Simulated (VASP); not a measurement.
# Nb7C8 (a cell with a defect) in VASP: a series of runs, part 2 of 2

VASP 6.6.1.

## 4. Single point, PBE

INCAR

```
PREC = Accurate
ENCUT = 520
EDIFF = 1E-6
ISMEAR = -1
SIGMA = 0.05
LREAL = Auto
LASPH = True
NELM = 60
ALGO = Fast
ISIF = 2
LWAVE = False
LCHARG = True
GGA = PE
LELF = True
LVHAR = True
NBANDS = 74
```

KPOINTS

```
Automatic mesh
0
Gamma
  3 3 3
```

POSCAR

```
Nb7C8
1.0
    0.0000000000      4.4803686200      4.4803686200
    4.4803686200      0.0000000000      4.4803686200
    4.4803686200      4.4803686200      0.0000000000
Nb C
7 8
Direct
    0.0266158904      0.0083421707     -0.0174095050
   -0.0268550448     -0.0090794985      0.5180365048
   -0.0001206374      0.4996315459     -0.0096180702
   -0.0001224230      0.4996310996      0.5102476367
    0.4998801862     -0.0003652601      0.2503129977
    0.5085740021      0.5263785639     -0.0174066035
    0.4911822412      0.4728864251      0.5180347192
    0.1952286908      0.3043114564      0.2503000523
    0.2457040019      0.2538035587      0.7503153836
    0.2616334948      0.7613872405      0.2533216787
    0.2616332716      0.7613870173      0.7237959139
    0.7381246456      0.2378771906      0.2473047631
    0.7381253152      0.2378778601      0.7768310590
    0.8045325744      0.6949558762      0.2503252735
    0.7540569285      0.7454603144      0.7503112545
```

Potentials or basis: VASP PAW PBE potentials, release 64 (Nb_sv, C).

Launch:

```bash
$ cat potpaw_PBE.64/Nb_sv/POTCAR potpaw_PBE.64/C/POTCAR > POTCAR
$ mpirun -np 1 vasp_std > vasp.out
```

OUTCAR:

```text
PREC = Accurate
   ENCUT = 520
   EDIFF = 1E-6
   ISMEAR = -1
   LREAL = Auto
   LASPH = True
   NELM = 60
   ISIF = 2
   GGA = PE

 ion  position               nearest neighbor table
   1  0.027  0.008  0.983-   9 2.08  12 2.23  13 2.23  10 2.27  11 2.27  14 2.42   5 2.91
   2  0.973  0.991  0.518-  15 2.08  11 2.23  10 2.23  13 2.27  12 2.27   8 2.42   5 2.91
   3  1.000  0.500  0.990-   8 2.06  14 2.06  15 2.18   9 2.18  12 2.35  11 2.35   4 3.04
   4  1.000  0.500  0.510-   8 2.06  14 2.06  15 2.18   9 2.18  13 2.35  10 2.35   3 3.04
   5  0.500  1.000  0.250-   8 1.93  14 1.93   1 2.91   2 2.91   6 2.91   7 2.91
[... 991 lines left out ...]
     0.000000000  4.480368620  4.480368620    -0.111597960  0.111597960  0.111597960
     4.480368620  0.000000000  4.480368620     0.111597960 -0.111597960  0.111597960
     4.480368620  4.480368620  0.000000000     0.111597960  0.111597960 -0.111597960

 POSITION                                       TOTAL-FORCE (eV/Angst)
 -----------------------------------------------------------------------------------
      4.43974      4.52162      0.15662         0.005147     -0.005147      0.010102
      6.76068      6.68104      8.79974        -0.005147      0.005147     -0.010102
      6.67581      8.91710      6.71836         0.029671      0.029671     -0.000000
      4.52463      6.76592      6.71835        -0.029671     -0.029671     -0.000000
      5.60023      3.36114      6.71838         0.000000      0.000000      0.000000
      6.76075      6.68098      4.63697        -0.005278      0.005278      0.010344
      4.43969      4.52166      4.31938         0.005278     -0.005278     -0.010344
      2.48486      1.99613      2.23812        -0.009718      0.009718     -0.000365
      4.49882      4.46253      2.23798        -0.011484      0.011484      0.000217
      4.54627      2.30719      4.58351         0.003364      0.003878     -0.017477
      6.65417      4.41509      4.58351        -0.003878     -0.003364     -0.017477
      2.17379      4.41509      4.37285        -0.003364     -0.003878      0.017477
      4.54627      6.78756      4.37285         0.003878      0.003364      0.017477
      4.23521      4.72615      6.71826         0.009718     -0.009718      0.000365
      6.70161      6.74012      6.71839         0.011484     -0.011484     -0.000217
 -----------------------------------------------------------------------------------
    total drift:                               -0.066760      0.054126      0.018224

  FREE ENERGIE OF THE ION-ELECTRON SYSTEM (eV)
  ---------------------------------------------------
  free  energy   TOTEN  =      -143.5519064445 eV

  energy  without entropy=     -143.4881457588  energy(sigma->0) =     -143.52002610
```

It took 11 min on 1 thread of Intel Xeon Platinum 8559C (Emerald Rapids), shared host; peak memory 0.37 GiB.

What came out:

```yaml
Free_energy: -143.5519 eV
Pressure: 5.8 GPa
Largest_force: 0.042 eV/Å
Band_gap_on_the_k_mesh: none (metal or under the smearing width)
```

Forces in eV/Å, atoms in the order of the input:
```
Nb   0.005 -0.005  0.010
Nb  -0.005  0.005 -0.010
Nb   0.030  0.030  0.000
Nb  -0.030 -0.030  0.000
Nb   0.000  0.000  0.000
Nb  -0.005  0.005  0.010
Nb   0.005 -0.005 -0.010
C   -0.010  0.010  0.000
C   -0.011  0.011  0.000
C    0.003  0.004 -0.017
C   -0.004 -0.003 -0.017
C   -0.003 -0.004  0.017
C    0.004  0.003  0.017
C    0.010 -0.010  0.000
C    0.011 -0.011  0.000
```

Stress tensor (GPa, compression positive):
```
 11.40 -10.39   0.00
-10.39  11.40   0.00
  0.00   0.00  -5.39
```

Caveat: the k mesh is coarse (spacing up to 0.40 Å⁻¹), so the values aren't converged.

## 5. Single point, PBE

INCAR

```
SYSTEM = Nb7C8
PREC = Accurate ; ENCUT = 520
EDIFF = 1E-6 ; ISMEAR = -1
SIGMA = 0.05 ; LREAL = Auto
LASPH = .TRUE. ; NELM = 80
ALGO = Fast ; ISIF = 2
LWAVE = .FALSE. ; LCHARG = .FALSE.
GGA = PE ; NBANDS = 74
```

KPOINTS

```
regular mesh
0
G
  3 3 3
  0 0 0
```

POSCAR

```
Nb7C8
1.0
    0.0000000000      4.4803686200      4.4803686200
    4.4803686200      0.0000000000      4.4803686200
    4.4803686200      4.4803686200      0.0000000000
Nb C
7 8
Direct
    0.0221554315      0.0070825646     -0.0140822118
   -0.0227052746     -0.0080076001      0.5158921500
   -0.0002747542      0.4995379153     -0.0010407626
   -0.0002758702      0.4995365761      0.5046008915
    0.4997246186     -0.0004603416      0.3817709312
    0.5072609405      0.5219753548     -0.0140805379
    0.4921875156      0.4771025961      0.5158918152
    0.2162664687      0.2830118697      0.2460684809
    0.2466355101      0.2526254190      0.7488136099
    0.2527956059      0.7526111769      0.2573021547
    0.2576205437      0.7574352219      0.7331419083
    0.7418290283      0.2416416130      0.2489345397
    0.7466547473      0.2464677784      0.7634444373
    0.7831844425      0.7160671972      0.2460817610
    0.7528152896      0.7464515275      0.7488113779
```

Potentials or basis: VASP PAW PBE potentials, release 64 (Nb_sv, C).

Launch:

```bash
$ cat potpaw_PBE.64/Nb_sv/POTCAR potpaw_PBE.64/C/POTCAR > POTCAR
$ mpirun -np 1 vasp_std > vasp.out
```

OUTCAR:

```text
SYSTEM = Nb7C8
   PREC = Accurate
   ENCUT = 520
   EDIFF = 1E-6
   ISMEAR = -1
   LREAL = Auto
   LASPH = .TRUE.
   NELM = 80
   ISIF = 2
   GGA = PE

 ion  position               nearest neighbor table
   1  0.022  0.007  0.986-   9 2.11  13 2.24  12 2.24  10 2.25  11 2.25  14 2.38   5 3.00
   2  0.977  0.992  0.516-  15 2.11  10 2.24  11 2.24  13 2.25  12 2.25   8 2.38   5 3.00
   3  1.000  0.500  0.999-   8 2.08  14 2.08  15 2.23   9 2.23  12 2.31  11 2.31
   4  1.000  0.500  0.505-   8 2.14  14 2.14   9 2.20  15 2.20  13 2.27  10 2.27
   5  0.500  1.000  0.382-   8 1.99  14 1.99  12 2.28  11 2.28   1 3.00   2 3.00   6 3.00   7 3.00

   6  0.507  0.522  0.986-  15 2.11  13 2.24  12 2.24  10 2.25  11 2.25   8 2.38   5 3.00
   7  0.492  0.477  0.516-   9 2.11  10 2.24  11 2.24  13 2.25  12 2.25  14 2.38   5 3.00
   8  0.216  0.283  0.246-   5 1.99   3 2.08   4 2.14   6 2.38   2 2.38
   9  0.247  0.253  0.749-   1 2.11   7 2.11   4 2.20   3 2.23
  10  0.253  0.753  0.257-   2 2.24   7 2.24   6 2.25   1 2.25   4 2.27
[... 972 lines left out ...]

  FORCE on cell =-STRESS in cart. coord.  units (eV):
  Direction    XX          YY          ZZ          XY          YZ          ZX
  --------------------------------------------------------------------------------------
  -------------------------------------------------------------------------------------
  Total        3.9542963      3.9542963     -3.8096979     -5.7953027     -0.0001494      0.0001488
  in kB       35.2215574     35.2215574    -33.9335961    -51.6196994     -0.0013309      0.0013254
  external PRESSURE =      12.1698396 kB  Pullay stress =       0.0000000 kB

 VOLUME and BASIS-vectors are now :
 -----------------------------------------------------------------------------
  energy-cutoff  :      520.00
  volume of cell :      179.88
      direct lattice vectors                 reciprocal lattice vectors
     0.000000000  4.480368620  4.480368620    -0.111597960  0.111597960  0.111597960
     4.480368620  0.000000000  4.480368620     0.111597960 -0.111597960  0.111597960
     4.480368620  4.480368620  0.000000000     0.111597960  0.111597960 -0.111597960

 POSITION                                       TOTAL-FORCE (eV/Angst)
 -----------------------------------------------------------------------------------
      4.44901      4.51654      0.13100        -0.162567     -0.266696     -0.140519
      6.75588      6.69003      8.82313        -0.266696     -0.162567      0.140519
      6.71382      8.95484      6.71725         0.007138      0.007138      0.000000
      4.49891      6.73993      6.71724        -0.392066     -0.392066      0.000000
      6.18878      3.94942      6.71726         3.211448      3.211448      0.000000
      6.75592      6.69000      4.61136        -0.266819     -0.162528     -0.140621
      4.44898      4.51657      4.34278        -0.162528     -0.266819      0.140621
      2.37048      2.07143      2.23695        -0.894519      0.247324     -0.000334
      4.48682      4.45998      2.23687        -0.286674     -0.210067     -0.000151
      4.52478      2.28543      4.50459        -0.334417     -0.334408     -0.484017
      6.67833      4.43898      4.54782        -0.077501     -0.077649     -0.210930
      2.19796      4.43899      4.40631        -0.077649     -0.077501      0.210930
      4.52478      6.76580      4.44955        -0.334408     -0.334417      0.484017
      4.31078      4.61149      6.71720         0.247324     -0.894519      0.000334
      6.69933      6.72784      6.71727        -0.210067     -0.286674      0.000151
 -----------------------------------------------------------------------------------
    total drift:                               -0.022281      0.030275     -0.029424

  FREE ENERGIE OF THE ION-ELECTRON SYSTEM (eV)
  ---------------------------------------------------
  free  energy   TOTEN  =      -146.9660926186 eV

  energy  without entropy=     -146.9332498713  energy(sigma->0) =     -146.94967124
```

Wall time 9.9 min (1 thread of Intel Xeon Platinum 8559C (Emerald Rapids), shared host); peak memory 0.37 GiB.

Results:

```
Free energy            : -146.9661 eV
Pressure               : 1.2 GPa
Largest force          : 4.542 eV/Å
Band gap on the k mesh : none (metal or under the smearing width)
```

Forces on the atoms (eV/Å):
```
Nb  -0.163 -0.267 -0.141
Nb  -0.267 -0.163  0.141
Nb   0.007  0.007  0.000
Nb  -0.392 -0.392  0.000
Nb   3.211  3.211  0.000
Nb  -0.267 -0.163 -0.141
Nb  -0.163 -0.267  0.141
C   -0.895  0.247  0.000
C   -0.287 -0.210  0.000
C   -0.334 -0.334 -0.484
C   -0.078 -0.078 -0.211
C   -0.078 -0.078  0.211
C   -0.334 -0.334  0.484
C    0.247 -0.895  0.000
C   -0.210 -0.287  0.000
```

Levels at points of the mesh, in eV from the Fermi level:
| k point | band 59 | band 60 | band 61 | band 62 | band 63 | band 64 |
| --- | --- | --- | --- | --- | --- | --- |
| (0.00, 0.00, 0.00) | -0.78 | -0.41 | 0.05 | 0.11 | 0.17 | 0.31 |

Caveat: the k mesh is coarse (spacing up to 0.40 Å⁻¹), so the values aren't converged.

## 6. Single point, PBE

INCAR

```
SYSTEM = Nb7C8
  PREC = Accurate
  ENCUT = 520
  EDIFF = 1E-7
  ISMEAR = -1
  SIGMA = 0.05
  LREAL = Auto
  LASPH = .True.
  NELM = 80
  ALGO = Fast
  ISIF = 2
  LWAVE = .False.
  LCHARG = .False.
  GGA = PE
  NBANDS = 74
```

KPOINTS

```
Automatic mesh
0
Gamma
  3 3 3
  0 0 0
```

POSCAR

```
Nb7C8
1.0
    0.0000000000      4.4803686200      4.4803686200
    4.4803686200      0.0000000000      4.4803686200
    4.4803686200      4.4803686200      0.0000000000
Nb C
7 8
Direct
   -0.0004256346     -0.0005624537      0.0005678104
   -0.0004373524     -0.0005922504      0.5005705312
   -0.0004174880      0.4994375887      0.0005572086
   -0.0004403656      0.4994504225      0.5005550191
    0.4995419328     -0.0005198233      0.5005545727
    0.4995702787      0.4994472977      0.0005606682
    0.4995844516      0.4994358031      0.5005705312
    0.2456507697      0.2533860707      0.2544917833
    0.2456394983      0.2533756921      0.7466190360
    0.2456227586      0.7455202425      0.2544981444
    0.2495637290      0.7494420180      0.7505613456
    0.7495714716      0.2494389625      0.2505634235
    0.7534977111      0.2533975653      0.7466214912
    0.7535134464      0.7455024984      0.2544888818
    0.7535198075      0.7455126538      0.7466174736
```

Potentials or basis: VASP PAW PBE potentials, release 64 (Nb_sv, C).

Launch:

```bash
$ cat potpaw_PBE.64/Nb_sv/POTCAR potpaw_PBE.64/C/POTCAR > POTCAR
$ mpirun -np 1 vasp_std > vasp.out
```

OUTCAR:

```text
SYSTEM = Nb7C8
   PREC = Accurate
   ENCUT = 520
   EDIFF = 1E-7
   ISMEAR = -1
   LREAL = Auto
   LASPH = .True.
   NELM = 80
   ISIF = 2
   GGA = PE

 ion  position               nearest neighbor table
   1  1.000  0.999  0.001-  12 2.24  11 2.24  10 2.24  14 2.24   9 2.24  13 2.24
   2  1.000  0.999  0.501-  11 2.24  12 2.24  15 2.24  10 2.24  13 2.24   8 2.24
   3  1.000  0.499  0.001-  11 2.24  12 2.24  14 2.24   9 2.24  15 2.24   8 2.24
   4  1.000  0.499  0.501-  14 2.20  13 2.20  15 2.20   8 2.20  10 2.20   9 2.20
   5  0.500  0.999  0.501-  12 2.24   8 2.24  11 2.24   9 2.24  15 2.24  14 2.24
   6  0.500  0.499  0.001-  12 2.24  11 2.24   8 2.24  13 2.24  10 2.24  15 2.24
   7  0.500  0.499  0.501-  11 2.24  12 2.24  13 2.24  14 2.24   9 2.24  10 2.24
   8  0.246  0.253  0.254-   4 2.20   5 2.24   6 2.24   3 2.24   2 2.24
   9  0.246  0.253  0.747-   4 2.20   5 2.24   3 2.24   1 2.24   7 2.24
  10  0.246  0.746  0.254-   4 2.20   2 2.24   1 2.24   6 2.24   7 2.24
  11  0.250  0.749  0.751-   3 2.24   2 2.24   7 2.24   1 2.24   6 2.24   5 2.24
  12  0.750  0.249  0.251-   5 2.24   1 2.24   2 2.24   6 2.24   7 2.24   3 2.24
  13  0.753  0.253  0.747-   4 2.20   7 2.24   6 2.24   1 2.24   2 2.24
  14  0.754  0.746  0.254-   4 2.20   7 2.24   1 2.24   3 2.24   5 2.24
  15  0.754  0.746  0.747-   4 2.20   2 2.24   3 2.24   6 2.24   5 2.24

  LATTYP: Found a face centered cubic cell.
 ALAT       =     8.9607372400

  Lattice vectors:

 A1 = (   0.0000000000,   4.4803686200,   4.4803686200)
 A2 = (   4.4803686200,   0.0000000000,   4.4803686200)
 A3 = (   4.4803686200,   4.4803686200,   0.0000000000)

Analysis of symmetry for initial positions (statically):
=====================================================================
 Subroutine PRICEL returns:
 Original cell was already a primitive cell.

 Routine SETGRP: Setting up the symmetry group for a
 face centered cubic supercell.

[... 169 lines left out ...]
   NGX = 23   NGY = 23   NGZ = 23

 number of electron     122.9999993 magnetization

 Free energy of the ion-electron system (eV)
  ---------------------------------------------------
  ext. energy  EPLUGINS =         0.00000000
  ---------------------------------------------------
  free energy    TOTEN  =      -149.14746189 eV

  energy without entropy =     -149.09298121  energy(sigma->0) =     -149.12022155

 E-fermi :  10.1207     XC(G=0): -12.4098

 val. band max:       10.0496145952   @ k =   0.0000   0.0000   0.3333
 cond. band min:      10.1332135188   @ k =   0.3333   0.3333   0.3333
 fundamental gap:      0.0835989236
 Fermi energy:        10.1206743753

 k-point     1 :       0.0000    0.0000    0.0000
  band No.  band energies     occupation
      1     -45.1316      2.00000
      2     -45.0559      2.00000
      3     -45.0559      2.00000
      4     -45.0559      2.00000
      5     -45.0222      2.00000
      6     -45.0222      2.00000
[... 1053 lines left out ...]
     72      13.2178      0.00000
     73      13.3626      0.00000
 [bands above 73 left out]

------------------------ aborting loop because EDIFF is reached ----------------------------------------

  FORCE on cell =-STRESS in cart. coord.  units (eV):
  Direction    XX          YY          ZZ          XY          YZ          ZX
  --------------------------------------------------------------------------------------
  -------------------------------------------------------------------------------------
  Total       -4.8098248     -4.8082415     -4.8257214      0.0002196      0.0022085     -0.0002422
  in kB      -42.8418884    -42.8277853    -42.9834817      0.0019558      0.0196711     -0.0021575
  external PRESSURE =     -42.8843851 kB  Pullay stress =       0.0000000 kB

 VOLUME and BASIS-vectors are now :
 -----------------------------------------------------------------------------
  energy-cutoff  :      520.00
  volume of cell :      179.88
      direct lattice vectors                 reciprocal lattice vectors
     0.000000000  4.480368620  4.480368620    -0.111597960  0.111597960  0.111597960
     4.480368620  0.000000000  4.480368620     0.111597960 -0.111597960  0.111597960
     4.480368620  4.480368620  0.000000000     0.111597960  0.111597960 -0.111597960

 POSITION                                       TOTAL-FORCE (eV/Angst)
 -----------------------------------------------------------------------------------
      4.48039      4.48101      8.95631         0.000005     -0.000366     -0.000334
      6.72046      6.72115      8.95612         0.000495      0.000153      0.000754
      2.24016      4.48099      6.71616         0.000423      0.000073     -0.000647
      4.48039      6.72107      6.71612        -0.000175      0.000665     -0.000869
      6.72071      4.48080      6.71617        -0.000642      0.000513     -0.000678
      2.24022      2.24077      4.47597         0.000035      0.000321     -0.000095
      4.48040      4.48106      4.47598        -0.000117     -0.000402      0.000083
      2.27548      2.24082      2.23587         0.008339      0.000424     -0.001650
      4.48034      4.44568      2.23577        -0.000039     -0.008371     -0.002387
      4.48045      2.24073      4.44069         0.000047      0.001308     -0.007113
      6.72057      4.48093      4.47591         0.000126     -0.000382      0.003663
      2.24020      4.48097      4.47593         0.000154     -0.000971      0.003346
      4.48045      6.72109      4.51126        -0.000644     -0.002376      0.008373
      4.48033      4.51622      6.71614         0.000127      0.008748     -0.000991
      6.68529      6.72117      6.71622        -0.008135      0.000662     -0.001455
 -----------------------------------------------------------------------------------
    total drift:                               -0.000239     -0.001606     -0.001529

  FREE ENERGIE OF THE ION-ELECTRON SYSTEM (eV)
  ---------------------------------------------------
  free  energy   TOTEN  =      -149.1474618869 eV

  energy  without entropy=     -149.0929812090  energy(sigma->0) =     -149.12022155
```

stdout:

```text
POSCAR found type information on POSCAR NbC
 POSCAR found :  2 types and      15 ions
[... 40 lines left out ...]
 num prob  num prob  num prob  num prob  num prob  num prob  num prob  num prob  num prob  num prob  num prob  num prob  num prob  num prob WARNING in EDDRMM: call to ZHEGV failed, returncode =   6  3     61
 num prob  num prob  num prob RMM:  40    -0.149147461805E+03    0.22657E-06   -0.12038E-06  2357   0.315E-03    0.125E-03
 num prob  num prob  num prob  num prob  num prob  num prob  num prob  num prob  num prob  num prob  num prob  num prob  num prob  num prob  num prob  num prob  num prob  num prob  num prob  num prob  num prob  num prob  num prob  num prob  num prob WARNING in EDDRMM: call to ZHEGV failed, returncode =   6  3     40
 num prob  num prob  num prob  num prob  num prob  num prob RMM:  41    -0.149147461887E+03   -0.81638E-07   -0.92498E-07  2125   0.265E-03
```

Run time: 15 min. Hardware: 1 thread of Intel Xeon Platinum 8559C (Emerald Rapids), shared host; peak memory 0.38 GiB.

Results:

```yaml
Free_energy: -149.1475 eV
Pressure: -4.3 GPa
Largest_force: 0.009 eV/Å
Band_gap_on_the_k_mesh: none (metal or under the smearing width)
```

Forces in eV/Å, atoms in the order of the input:
```
Nb   0.000  0.000  0.000
Nb   0.000  0.000  0.001
Nb   0.000  0.000 -0.001
Nb   0.000  0.001 -0.001
Nb  -0.001  0.001 -0.001
Nb   0.000  0.000  0.000
Nb   0.000  0.000  0.000
C    0.008  0.000 -0.002
C    0.000 -0.008 -0.002
C    0.000  0.001 -0.007
C    0.000  0.000  0.004
C    0.000 -0.001  0.003
C   -0.001 -0.002  0.008
C    0.000  0.009 -0.001
C   -0.008  0.001 -0.001
```

Levels at points of the mesh, in eV from the Fermi level:
```tsv
k point	band 57	band 58	band 59	band 60	band 61	band 62	band 63	band 64	band 65	band 66
(0.00, 0.00, 0.00)	-0.48	-0.27	-0.27	-0.27	0.13	0.13	0.13	0.89	0.89	0.89
```

Caveat: the k mesh is coarse (spacing up to 0.40 Å⁻¹), so the values aren't converged.

## 7. Overview

```tsv
cell	gap on the mesh (eV)	pressure (GPa)	largest force (eV/Å)
P1, 11.99 Å³/atom	none	-4.3	0.01
Imm2, 11.99 Å³/atom	none	1.2	4.54
Immm, 11.99 Å³/atom	none	5.8	0.04
Fm-3m, 11.99 Å³/atom	none	-4.3	0.01
```

Some of these runs hold the atoms at other places in the same cell, which the table doesn't show; runs alike in all that it shows share one row.

Alike in all rows: task single point; level PBE; potentials or basis VASP PAW PBE potentials, release 64 (Nb_sv, C); no spin polarisation; k mesh 3 × 3 × 3; cutoff (eV) 520; smearing fermi-dirac 0.05 eV; the mesh is coarse, so values aren't converged.

Caveats: all runs use coarse meshes.

Absolute energies hang on the potentials; compare differences alone.
